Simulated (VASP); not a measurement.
# PtS2 (R-3m) in VASP: a series of runs

The runs below take PtS2 through single point, with PBE.

Everything below comes from runs of VASP 6.6.1. Logs are shortened: lines on timing, memory, paths and dates and some standing lists are left out, and cuts for length are marked.

### Step 1. The structure

It takes space group R-3m (No. 166, trigonal). The conventional cell has a = 3.529 Å, b = 3.529 Å, c = 16.569 Å, α = 90.00°, β = 90.00°, γ = 120.00°. Pt (site symmetry -3m) is surrounded by 6 S at 2.39 Å. S (site symmetry 3m) has 3 Pt at 2.39 Å as nearest neighbours.

The cell was built by a generator and needn't be a form met in nature.

### Step 2. Single point, PBE

INCAR

```
ALGO     = Normal         # electronic algorithm
EDIFF    = 1E-7           # SCF threshold, eV
ENCUT    = 520            # plane-wave cutoff, eV
GGA      = PE             # functional
ISIF     = 2              # what is computed and relaxed
ISMEAR   = 0              # smearing method
LASPH    = T              # aspherical terms in the spheres
LCHARG   = T              # write CHGCAR
LELF     = T              # ELF
LREAL    = F              # projectors in reciprocal space
LVHAR    = T            
LWAVE    = F              # write WAVECAR
NBANDS   = 18             # bands
NELM     = 100            # most SCF steps
PREC     = Accurate       # precision mode
SIGMA    = 0.01           # smearing width, eV
```

KPOINTS

```
k-points
0
Gamma
  6 6 6
```

POSCAR

```
PtS2
1.0
    1.7644429028      1.0187015849      5.5230462124
   -1.7644429028      1.0187015849      5.5230462124
    0.0000000000     -2.0374031698      5.5230462124
Pt S
1 2
Direct
    0.0000000000      0.0000000000      0.0000000000
    0.2583047870      0.2583047870      0.2583047870
    0.7416952130      0.7416952130      0.7416952130
```

Potentials or basis: VASP PAW PBE potentials, release 64 (Pt, S).

Started as:

```console
$ cat potpaw_PBE.64/Pt/POTCAR potpaw_PBE.64/S/POTCAR > POTCAR
$ mpirun -np 1 vasp_std > vasp.out
```

OUTCAR:

```text
EDIFF = 1E-7
   ENCUT = 520
   GGA = PE
   ISIF = 2
   ISMEAR = 0
   LASPH = T
   LREAL = F
   NELM = 100
   PREC = Accurate

 ion  position               nearest neighbor table
   1  0.000  0.000  0.000-   3 2.39   2 2.39   3 2.39   3 2.39   2 2.39   2 2.39
   2  0.258  0.258  0.258-   1 2.39   1 2.39   1 2.39
   3  0.742  0.742  0.742-   1 2.39   1 2.39   1 2.39

  LATTYP: Found a trigonal (rhomboedric) cell.
 ALAT       =     5.8868540954
 COS(alpha) =     0.8203287166

  Lattice vectors:

 A1 = (   1.7644429028,   1.0187015849,   5.5230462124)
 A2 = (  -1.7644429028,   1.0187015849,   5.5230462124)
 A3 = (   0.0000000000,  -2.0374031698,   5.5230462124)

Analysis of symmetry for initial positions (statically):
=====================================================================
 Subroutine PRICEL returns:
 Original cell was already a primitive cell.

 Routine SETGRP: Setting up the symmetry group for a
 trigonal (rhombohedral) supercell.

 Subroutine GETGRP returns: Found 12 space group operations
 (whereof 12 operations were pure point group operations)
 out of a pool of 12 trial point group operations.

The static configuration has the point symmetry D_3d.

Analysis of symmetry for dynamics (positions and initial velocities):
=====================================================================
 Subroutine PRICEL returns:
 Original cell was already a primitive cell.

 Routine SETGRP: Setting up the symmetry group for a
 trigonal (rhombohedral) supercell.

 Subroutine GETGRP returns: Found 12 space group operations
 (whereof 12 operations were pure point group operations)
 out of a pool of 12 trial point group operations.

The dynamic configuration has the point symmetry D_3d.

 Subroutine INISYM returns: Found 12 space group operations
 (whereof 12 operations are pure point group operations),
 and found     1 'primitive' translations

----------------------------------------------------------------------------------------

                                     Primitive cell

  volume of cell :      59.5641

  direct lattice vectors                    reciprocal lattice vectors
     1.764442903  1.018701585  5.523046212     0.283375562  0.163606957  0.060353168
    -1.764442903  1.018701585  5.523046212    -0.283375562  0.163606957  0.060353168
     0.000000000 -2.037403170  5.523046212     0.000000000 -0.327213915  0.060353168

  length of vectors
     5.886854095  5.886854095  5.886854095     0.332733303  0.332733303  0.332733303

  position of ions in fractional coordinates (direct lattice)
     0.000000000  0.000000000  0.000000000
     0.258304787  0.258304787  0.258304787
     0.741695213  0.741695213  0.741695213

  ion indices of the primitive-cell ions
   primitive index   ion index
                 1           1
                 2           2
                 3           3

----------------------------------------------------------------------------------------

 KPOINTS: k-points

Automatic generation of k-mesh.
 Grid dimensions read from file:
 generate k-points for:    6    6    6

 Generating k-lattice:

  Cartesian coordinates                     Fractional coordinates (reciprocal lattice)
     0.047229260  0.027267826  0.010058861     0.166666667  0.000000000  0.000000000
    -0.047229260  0.027267826  0.010058861     0.000000000  0.166666667  0.000000000
     0.000000000 -0.054535652  0.010058861     0.000000000  0.000000000  0.166666667

  Length of vectors
     0.055455550  0.055455550  0.055455550

  Shift w.r.t. Gamma in fractional coordinates (k-lattice)
     0.000000000  0.000000000  0.000000000

 Subroutine IBZKPT returns following result:
 ===========================================

 Found     32 irreducible k-points:

 Following reciprocal coordinates:
            Coordinates               Weight
  0.000000  0.000000  0.000000      1.000000
  0.166667 -0.000000  0.000000      6.000000
  0.333333 -0.000000 -0.000000      6.000000
  0.500000 -0.000000 -0.000000      3.000000
  0.166667  0.166667 -0.000000      6.000000
  0.333333  0.166667 -0.000000     12.000000
[... 16 lines left out ...]
  0.500000  0.500000  0.166667      6.000000
 -0.333333  0.500000  0.166667     12.000000
 [... further k-points ...]
   k-points           NKPTS =     32   k-points in BZ     NKDIM =     32   number of bands    NBANDS=     18
   number of dos      NEDOS =    301   number of ions     NIONS =      3
   total plane-waves  NPLWV = 110592
   dimension x,y,z NGX =    48 NGY =   48 NGZ =   48
   dimension x,y,z NGXF=    96 NGYF=   96 NGZF=   96
   ions per type =               1   2
   NGX,Y,Z   is equivalent  to a cutoff of  13.56, 13.56, 13.56 a.u.
   NGXF,Y,Z  is equivalent  to a cutoff of  27.11, 27.11, 27.11 a.u.
 SYSTEM =  unknown system
   PREC   = accura    normal or accurate (medium, high low for compatibility)
   ISTART =      0    job   : 0-new  1-cont  2-samecut
   ICHARG =      2    charge: 1-file 2-atom 10-const
   ISPIN  =      1    spin polarized calculation?
   LNONCOLLINEAR =      F non collinear calculations
   LSORBIT =      F    spin-orbit coupling
   LASPH  =      T    aspherical Exc in radial PAW
   ENCUT  =  520.0 eV  38.22 Ry    6.18 a.u.  10.95 10.95 10.95*2*pi/ulx,y,z
   NELM   =    100;   NELMIN=  2; NELMDL= -5     # of ELM steps
   EDIFF  = 0.1E-06   stopping-criterion for ELM
   LREAL  =      F    real-space projection
   EDIFFG = 0.1E-05   stopping-criterion for IOM
   NSW    =      0    number of steps for IOM
   IBRION =     -1    ionic relax: 0-MD 1-quasi-New 2-CG
   NFREE  =      0    steps in history (QN), initial steepest desc. (CG)
   ISIF   =      2    stress and relaxation
   ISYM   =      2    0-nonsym 1-usesym 2-fastsym
   POTIM  = 0.5000    time-step for ionic-motion
   TEBEG  =    0.0;   TEEND  =   0.0 temperature during run
   PSTRESS=    0.0 pullay stress
   NELECT =      22.0000    total number of electrons
   NUPDOWN=      -1.0000    fix difference up-down
   EMIN   =  10.00;   EMAX   =-10.00  energy-range for DOS
   EFERMI =   0.00;   METHOD = LEGACY
   ISMEAR =     0;   SIGMA  =   0.01  broadening in eV -4-tet -1-fermi 0-gaus
   EFERMI_NEDOS =   21; number of points for ismear=-14 and -15
   IALGO  =     38    algorithm
   IMIX   =      4    mixing-type and parameters
     AMIX     =   0.40;   BMIX     =  1.00
     AMIX_MAG =   1.60;   BMIX_MAG =  1.00
  volume/ion in A,a.u.               =      19.85       133.99
  Fermi-wavevector in a.u.,A,eV,Ry     =   1.174593  2.219660 18.771545  1.379670
  Thomas-Fermi vector in A             =   2.310988
   LORBIT       =      0    0 simple, 1 ext, 2 COOP (PROOUT), +10 PAW based schemes
   GGA     = PE    functional components
   LHFCALC =     F    Hartree Fock is set to
   AEXX    =    0.0000 exact exchange contribution
   IVDW    =     0    specifies the selected vdW correction
   LEPSILON=     F    determine dielectric tensor
   LRPA    =     F    only Hartree local field effects (RPA)
 non-spin polarized calculation
 Gauss-broadening in eV      SIGMA  =   0.01
  energy-cutoff  :      520.00
  volume of cell :       59.56
 maximum number of plane-waves:      1635
 NGX is ok and might be reduce to    48
   NGX = 21   NGY = 21   NGZ = 21

 number of electron      21.9999999 magnetization

 Free energy of the ion-electron system (eV)
  ---------------------------------------------------
  ext. energy  EPLUGINS =         0.00000000
  ---------------------------------------------------
  free energy    TOTEN  =       -15.40806150 eV

  energy without entropy =      -15.40806150  energy(sigma->0) =      -15.40806150

 E-fermi :   5.4315     XC(G=0): -10.0976

 val. band max:        5.3804009401   @ k =   0.3333   0.1667   0.1667
 cond. band min:       6.7006532271   @ k =  -0.1667   0.1667   0.0000
 fundamental gap:      1.3202522870
 Fermi energy:         5.4315039846

 k-point     1 :       0.0000    0.0000    0.0000
  band No.  band energies     occupation
      1      -9.2868      2.00000
      2      -6.7856      2.00000
      3      -0.8927      2.00000
      4      -0.6804      2.00000
      5      -0.6804      2.00000
      6       2.0014      2.00000
[... 10 lines left out ...]
     17      13.6191      0.00000
     18      16.8018      0.00000

 k-point     2 :       0.1667   -0.0000    0.0000
  band No.  band energies     occupation
      1      -8.9374      2.00000
      2      -6.8987      2.00000
      3      -0.6685      2.00000
      4      -0.4823      2.00000
      5      -0.4059      2.00000
      6       1.4364      2.00000
[... 10 lines left out ...]
     17      14.6923      0.00000
     18      15.7670      0.00000

 k-point     3 :       0.3333   -0.0000   -0.0000
  band No.  band energies     occupation
      1      -8.0985      2.00000
      2      -7.0961      2.00000
      3      -0.7234      2.00000
      4      -0.1918      2.00000
      5       0.2285      2.00000
      6       0.6933      2.00000
[... 10 lines left out ...]
     17      15.3004      0.00000
     18      15.7167      0.00000

 k-point     4 :       0.5000   -0.0000   -0.0000
  band No.  band energies     occupation
      1      -7.6084      2.00000
      2      -7.1238      2.00000
      3      -1.4307      2.00000
      4      -0.1485      2.00000
      5       0.4991      2.00000
      6       1.2118      2.00000
[... 10 lines left out ...]
     17      15.7971      0.00000
     18      15.7977      0.00000

 k-point     5 :       0.1667    0.1667   -0.0000
  band No.  band energies     occupation
      1      -8.9224      2.00000
      2      -6.9294      2.00000
      3      -0.5968      2.00000
      4      -0.4821      2.00000
      5      -0.4263      2.00000
      6       1.4153      2.00000
[... 10 lines left out ...]
     17      14.8359      0.00000
     18      15.7088      0.00000

 k-point     6 :       0.3333    0.1667   -0.0000
  band No.  band energies     occupation
      1      -8.3021      2.00000
      2      -7.0946      2.00000
      3      -0.4480      2.00000
      4      -0.3487      2.00000
      5       0.1964      2.00000
      6       0.9654      2.00000
[... 10 lines left out ...]
     17      14.8727      0.00000
     18      15.1827      0.00000

 k-point     7 :       0.5000    0.1667   -0.0000
  band No.  band energies     occupation
      1      -7.5659      2.00000
      2      -7.1854      2.00000
      3      -0.9628      2.00000
      4      -0.3202      2.00000
      5       0.4093      2.00000
      6       1.1967      2.00000
[... 10 lines left out ...]
     17      14.9210      0.00000
     18      15.0620      0.00000

 k-point     8 :      -0.3333    0.1667    0.0000
  band No.  band energies     occupation
      1      -7.5788      2.00000
      2      -7.1776      2.00000
      3      -0.9530      2.00000
      4      -0.2681      2.00000
      5       0.5581      2.00000
      6       1.0496      2.00000
[... 10 lines left out ...]
     17      14.7923      0.00000
     18      15.8995      0.00000
[... 229 lines left out ...]
     17      15.0133      0.00000
     18      15.4532      0.00000

 k-point    20 :       0.5000    0.3333    0.1667
  band No.  band energies     occupation
      1      -8.2216      2.00000
      2      -7.2012      2.00000
      3      -0.6000      2.00000
      4      -0.3326      2.00000
      5       0.3415      2.00000
      6       1.0215      2.00000
[... 10 lines left out ...]
     17      14.3190      0.00000
     18      14.8532      0.00000

 k-point    21 :      -0.3333    0.3333    0.1667
  band No.  band energies     occupation
      1      -7.5205      2.00000
      2      -7.2241      2.00000
      3      -1.0564      2.00000
      4      -0.3141      2.00000
      5       0.3487      2.00000
      6       1.2222      2.00000
[... 10 lines left out ...]
     17      14.5487      0.00000
     18      15.9394      0.00000

 k-point    22 :      -0.1667    0.3333    0.1667
  band No.  band energies     occupation
      1      -7.5510      2.00000
      2      -7.2039      2.00000
      3      -1.0309      2.00000
      4      -0.2149      2.00000
      5       0.6749      2.00000
      6       0.9078      2.00000
[... 10 lines left out ...]
     17      14.7598      0.00000
     18      15.7394      0.00000

 k-point    23 :       0.5000    0.5000    0.1667
  band No.  band energies     occupation
      1      -7.9631      2.00000
      2      -7.2558      2.00000
      3      -0.8596      2.00000
      4      -0.1503      2.00000
      5      -0.0449      2.00000
      6       1.0947      2.00000
[... 10 lines left out ...]
     17      14.8439      0.00000
     18      15.6309      0.00000

 k-point    24 :      -0.3333    0.5000    0.1667
  band No.  band energies     occupation
      1      -7.4800      2.00000
      2      -7.2630      2.00000
      3      -1.1305      2.00000
      4      -0.2559      2.00000
      5       0.3789      2.00000
      6       1.1830      2.00000
[... 10 lines left out ...]
     17      14.3710      0.00000
     18      15.8903      0.00000

 [... further k-points ...]

------------------------ aborting loop because EDIFF is reached ----------------------------------------

  FORCE on cell =-STRESS in cart. coord.  units (eV):
  Direction    XX          YY          ZZ          XY          YZ          ZX
  --------------------------------------------------------------------------------------
  -------------------------------------------------------------------------------------
  Total        1.3110914      1.3110914      0.8064565      0.0000000      0.0000000      0.0000000
  in kB       35.2662292     35.2662292     21.6923693      0.0000000      0.0000000      0.0000000
  external PRESSURE =      30.7416092 kB  Pullay stress =       0.0000000 kB

 VOLUME and BASIS-vectors are now :
 -----------------------------------------------------------------------------
  energy-cutoff  :      520.00
  volume of cell :       59.56
      direct lattice vectors                 reciprocal lattice vectors
     1.764442903  1.018701585  5.523046212     0.283375562  0.163606957  0.060353168
    -1.764442903  1.018701585  5.523046212    -0.283375562  0.163606957  0.060353168
     0.000000000 -2.037403170  5.523046212     0.000000000 -0.327213915  0.060353168

 POSITION                                       TOTAL-FORCE (eV/Angst)
 -----------------------------------------------------------------------------------
      0.00000      0.00000      0.00000         0.000000      0.000000      0.000000
      0.00000      0.00000      4.27989         0.000000     -0.000000     -0.005248
      0.00000      0.00000     12.28925         0.000000     -0.000000      0.005248
 -----------------------------------------------------------------------------------
    total drift:                                0.000000      0.000000      0.000000

  FREE ENERGIE OF THE ION-ELECTRON SYSTEM (eV)
  ---------------------------------------------------
  free  energy   TOTEN  =       -15.4080614996 eV

  energy  without entropy=      -15.4080614996  energy(sigma->0) =      -15.40806150
```

Run time: 72 s. Hardware: 1 thread of Intel Xeon Platinum 8559C (Emerald Rapids), shared host; peak memory 0.31 GiB.

What came out:

* Free energy: -15.4081 eV
* Pressure: 3.1 GPa
* Largest force: 0.005 eV/Å
* Band gap on the k mesh: 1.32 eV, indirect (least direct gap 1.49 eV)

Forces on the atoms (eV/Å):
```
Pt   0.000  0.000  0.000
S    0.000  0.000 -0.005
S    0.000  0.000  0.005
```

Levels at points of the mesh, in eV from the valence-band top:
| k point | band 7 | band 8 | band 9 | band 10 | band 11 | band 12 | band 13 | band 14 | band 15 | band 16 |
| --- | --- | --- | --- | --- | --- | --- | --- | --- | --- | --- |
| (0.00, 0.00, 0.00) | -3.38 | -1.55 | -0.65 | -0.65 | -0.13 | 2.70 | 2.70 | 5.41 | 5.62 | 8.24 |
| (0.50, 0.00, 0.00) | -2.63 | -2.56 | -2.35 | -2.23 | -2.13 | 2.11 | 2.33 | 5.95 | 6.47 | 8.60 |
| (0.50, 0.50, 0.00) | -2.68 | -2.63 | -2.54 | -2.20 | -1.65 | 2.76 | 2.84 | 4.39 | 5.98 | 8.87 |
| (0.50, 0.50, 0.50) | -3.38 | -2.05 | -1.00 | -0.79 | -0.79 | 2.85 | 2.85 | 5.79 | 7.25 | 8.67 |

Caveat: spin-orbit coupling is left out, which moves the levels of the heavy elements.

### Step 3. Single point, PBE

INCAR

```
SYSTEM = PtS2
PREC = Accurate ; ENCUT = 520
EDIFF = 1E-6 ; ISMEAR = 0
SIGMA = 0.01 ; LREAL = .FALSE.
LASPH = .TRUE. ; NELM = 80
ALGO = Fast ; ISIF = 2
LWAVE = .FALSE. ; LCHARG = .TRUE.
GGA = PE ; LELF = .TRUE.
LVHAR = .TRUE. ; NBANDS = 18
```

KPOINTS

```
Automatic mesh
0
G
  6 6 6
  0 0 0
```

POSCAR is that of step 2.

Potentials or basis: VASP PAW PBE potentials, release 64 (Pt, S).

Started as:

```console
$ cat potpaw_PBE.64/Pt/POTCAR potpaw_PBE.64/S/POTCAR > POTCAR
$ mpirun -np 1 vasp_std > vasp.out
```

Wall time 82 s (1 thread of Intel Xeon Platinum 8559C (Emerald Rapids), shared host); peak memory 0.31 GiB.

It converged, with:

```
Free energy            : -15.4081 eV
Pressure               : 3.1 GPa
Largest force          : 0.005 eV/Å
Band gap on the k mesh : 1.32 eV, indirect (least direct gap 1.49 eV)
```

Forces in eV/Å, atoms in the order of the input:
```
Pt   0.000  0.000  0.000
S    0.000  0.000 -0.005
S    0.000  0.000  0.005
```

Stress tensor (GPa, compression positive):
```
3.54 0.00 0.00
0.00 3.54 0.00
0.00 0.00 2.19
```

Levels at points of the mesh, in eV from the valence-band top:
```
           k point  band 9  band 10  band 11  band 12  band 13  band 14
(0.00, 0.00, 0.00)   -0.65    -0.65    -0.13     2.70     2.70     5.41
(0.50, 0.00, 0.00)   -2.35    -2.23    -2.13     2.11     2.33     5.95
(0.50, 0.50, 0.00)   -2.54    -2.20    -1.65     2.76     2.84     4.39
(0.50, 0.50, 0.50)   -1.00    -0.79    -0.79     2.85     2.85     5.79
```

Caveat: spin-orbit coupling is left out, which moves the levels of the heavy elements. A k mesh can miss the band edges.
